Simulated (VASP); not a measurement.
Here is a VASP 6.6.1 calculation.

File INCAR:

```
SYSTEM = Be
  PREC = Accurate
  ENCUT = 520
  EDIFF = 1E-7
  ISMEAR = -1
  SIGMA = 0.3
  LREAL = Auto
  LASPH = .True.
  NELM = 100
  ALGO = Fast
  ISIF = 2
  LWAVE = .False.
  LCHARG = .True.
  GGA = PE
  LELF = .True.
  LVHAR = .True.
  NBANDS = 60
```

Contents of KPOINTS:

```
Automatic mesh
0
Gamma
  2 2 2
  0 0 0
```

POSCAR

```
Be
1.0
    7.1221770000      0.0000000000      0.0000000000
   -3.5610880000      6.1679860000      0.0000000000
    0.0000000000      0.0000000000      7.4123570000
Be
36
Direct
    0.0035831545      0.0396563805     -0.0102666399
    0.0982798017      0.1973739889      0.2212791424
   -0.0158275068     -0.0464819473      0.4644001901
    0.1190032184      0.1753570777      0.6994941015
   -0.0572328796      0.2892029911     -0.0514681093
    0.0721638127      0.5160679677      0.2662580877
    0.0192531358      0.3084799479      0.4982220905
    0.1440463948      0.5142035018      0.7444730468
    0.0006874306      0.6174787037      0.0344289947
    0.1181541007      0.8405336847      0.2435932322
   -0.0741732979      0.6108314772      0.5138176696
    0.0918403456      0.8902906070      0.7094099758
    0.3107732675     -0.0286479249     -0.0537885588
    0.4196179410      0.2208014091      0.2133599340
    0.3500112223     -0.0293612858      0.5363476152
    0.4332172866      0.1402240537      0.7473466267
    0.3001894639      0.3352634069     -0.0273597184
    0.3397124129      0.4976827120      0.2569493078
    0.3200414029      0.2989792778      0.4426527217
    0.4281212326      0.5815512551      0.7618089631
    0.3076581839      0.6831889696      0.0648646578
    0.4435425489      0.8891070764      0.3332543211
    0.2380782649      0.6412465917      0.5187958432
    0.4171915599      0.8557250292      0.7578830863
    0.6523247602     -0.1024483519     -0.0652289144
    0.7305467634      0.1411319675      0.1999633855
    0.6887825629      0.0294099241      0.4553882119
    0.7318462526      0.2204771541      0.6986441695
    0.6284191385      0.3273191606     -0.0243647196
    0.7943243514      0.5735097324      0.2617520986
    0.6602379565      0.3419268461      0.4714964484
    0.6389232734      0.4852799601      0.7022462626
    0.7008319749      0.6216778054     -0.0417680908
    0.7608688605      0.8483482291      0.2058724371
    0.6180039985      0.6814866311      0.5079625819
    0.8208401606      0.8670577398      0.6817669467
```

Potentials or basis: VASP PAW PBE potentials, release 64 (Be).

Launch:

```console
$ cat potpaw_PBE.64/Be/POTCAR > POTCAR
$ mpirun -np 1 vasp_std > vasp.out
```

Task: Estimate the largest force.

Result: 4.748 eV/Å.

Task: Estimate the band gap on the k mesh.

Result: None (metal or under the smearing width).

Task: Estimate the pressure.

Result: 1.1 GPa.

Forces in eV/Å, atoms in the order of the input:
```
Be   0.308 -2.341 -1.403
Be  -0.706 -0.447  0.740
Be  -0.067  0.702 -0.979
Be  -0.397  1.280  1.004
Be   0.397  0.206  0.708
Be  -0.921 -0.390  0.236
Be  -0.941 -0.048 -0.715
Be  -2.726 -1.186  1.785
Be  -1.316 -0.275 -2.051
Be   0.083  0.881  0.152
Be   0.765  1.056  0.723
Be   2.518 -1.237  1.233
Be  -0.899 -0.245  3.697
Be   0.527 -0.420 -0.182
Be  -1.187  1.187 -1.658
Be  -1.690  2.386 -0.796
Be   0.327 -0.008 -0.253
Be   1.686  1.496  0.214
Be   0.298 -0.582  2.570
Be   2.059  0.628 -0.017
Be   0.663  0.522 -1.503
Be  -0.430 -2.315 -4.124
Be   1.768  0.953 -1.112
Be  -0.002 -0.893 -0.857
Be  -0.351  0.994  0.694
Be  -0.168  1.017 -0.740
Be   2.384  0.364  2.339
Be   1.440  0.326  0.589
Be   1.269 -1.425 -0.128
Be  -0.698 -0.793 -1.053
Be  -0.565 -2.217 -0.975
Be   1.231 -0.524  0.476
Be  -1.038  2.307  0.964
Be  -0.582  0.294  0.479
Be  -0.578 -1.096 -2.690
Be  -2.461 -0.160  2.631
```

Caveat: the k mesh is coarse (spacing up to 0.51 Å⁻¹), so the values aren't converged; forces of over 1 eV/Å show positions far from the minimum, so gaps and moduli don't describe the material at rest.
